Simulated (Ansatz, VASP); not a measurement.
One calculation of Nb, two programs

The input INCAR:

```
SYSTEM = Nb
ALGO = Normal
EDIFF = 1E-7
ENCUT = 520
GGA = PE
ISIF = 2
ISMEAR = -1
LASPH = .TRUE.
LCHARG = .FALSE.
LREAL = .FALSE.
LWAVE = .FALSE.
NBANDS = 12
NELM = 100
PREC = Accurate
SIGMA = 0.1
```

KPOINTS

```
k-points
0
G
  11 11 11
  0 0 0
```

Contents of POSCAR:

```
Nb
1.0
   -1.6547957147      1.6547957147      1.6547957147
    1.6547957147     -1.6547957147      1.6547957147
    1.6547957147      1.6547957147     -1.6547957147
Nb
1
Direct
    0.0000000000      0.0000000000      0.0000000000
```

Input for Ansatz:

```yaml
crystal:
  lattice:
    - [-1.6547957147, 1.6547957147, 1.6547957147]
    - [1.6547957147, -1.6547957147, 1.6547957147]
    - [1.6547957147, 1.6547957147, -1.6547957147]
  atoms:
    - { symbol: Nb, position: [0.0, 0.0, 0.0] }
hamiltonian:
  xc: pbe
  pseudopotentials:
    kind: paw
    azcp:
      Nb: "pseudopotentials/Nb.paw.azcp"
basis:
  ecutwfc: 420
  fft_grid_basis: typed
kpoints:
  mp_grid: { grid: [11, 11, 11], shift: [0, 0, 0] }
magnetization:
  spin_polarized: false
scf:
  occupations: { method: fermi_dirac, width: 0.1 }
  lower_state_search: "off"
output:
  stress: true
```

Alike in both runs: task single point; functional PBE; k mesh 11 × 11 × 11; occupations fermi-dirac, width 0.1 eV; no spin polarisation.

```csv
,VASP,Ansatz
version,VASP 6.6.1,Ansatz 0.2.0
potentials or method,"VASP PAW PBE potentials, release 64 (Nb_sv)","plane waves (420 eV) with PAW, scalar-relativistic"
plane-wave cutoff (eV),520,420
valence electrons in the cell,13,13
```

|  | VASP | Ansatz | Ansatz less VASP |
| --- | --- | --- | --- |
| pressure (GPa) | 0.4 | 0.7 | +0.33 |

The functional is the same, so the differences come from potentials, cutoffs and numerics.
